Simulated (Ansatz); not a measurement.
Clean, relaxed (110) surface of Ti, space group Im-3m (No. 229) (top face towards +c; atoms held fixed, by place in the list: 1, 2):

```
CELL_PARAMETERS angstrom
2.81613 0.00000 0.00000
-0.93871 2.65508 0.00000
0.00000 0.00000 23.89809
ATOMIC_POSITIONS crystal
Ti 0.50000 0.50000 0.35568
Ti 0.00000 0.00000 0.45189
Ti 0.50000 0.50000 0.55119
Ti 0.00000 0.00000 0.63939
```

Computed with DFT r2SCAN, scalar-relativistic, plane waves, PAW (Ansatz). Settings: cutoff 500 eV, Γ-centred mesh 11×11×1 on the computed 4-atom cell, Gaussian smearing of 0.10 eV; no spin polarisation. A dipole correction removes the field between periodic images along c.

C (atom) is put at the top (Ti) at (0.00, 0.00) site, one adsorbate per 7.5 Å², and relaxed. E_ads counts from the clean slab and the free adsorbate (spin-polarised where it has unpaired electrons); negative means bound. Heights count from the highest slab atom after relaxation. Bonded neighbours lie within 1.25 times the sum of covalent radii (1.35 for H) and, on that scale, within 12 % of the closest. With the adsorbate the cell is lengthened along c to keep the vacuum.

(1) How strongly does it bind, and where does its anchoring atom end?

(2) How high does its anchoring atom sit over the highest slab atom, and what is the shortest contact with the surface?

(3) The clean face has a work function of 4.47 eV. How does the adsorbate change it?

Each end is the local minimum or symmetric point that its start leads to. This isn't the usual crystal structure of Ti. The slab is only 6.9 Å thick, so the energies aren't converged with thickness.

For at least one of the starts the bottom face's work function also shifts by over 0.1 eV: the slab is too thin to screen the adsorbate, so the work functions aren't converged with thickness.

The adsorbed runs have no spin polarisation, so weakly bound open-shell ends lie too high.

## Answers

(1) -3.24 eV; at (0.00, 0.00), 1 bonded neighbour (Ti).

(2) 1.94 Å; C–Ti 1.94 Å.

(3) By +2.68 eV.